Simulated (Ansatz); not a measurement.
### Question
CsCl (CsCl type, Pm-3m) is relaxed with DFT-LDA in the program Ansatz with PAW potentials. What lattice parameters of the conventional cell result?

### Answer
a = 3.969 Å.

### Question
Is it a metal or does it have a gap at this level?

### Answer
A gap of 4.99 eV, direct.

The cell was relaxed with LDA under the symmetry of its start. Spin–orbit coupling is left out wherever it is not named.

Potentials: the earlier of the program's two PAW sets. The files were generated under PBE; for other functionals the program regenerates the frozen cores, and for LDA and PBEsol the local potential too.
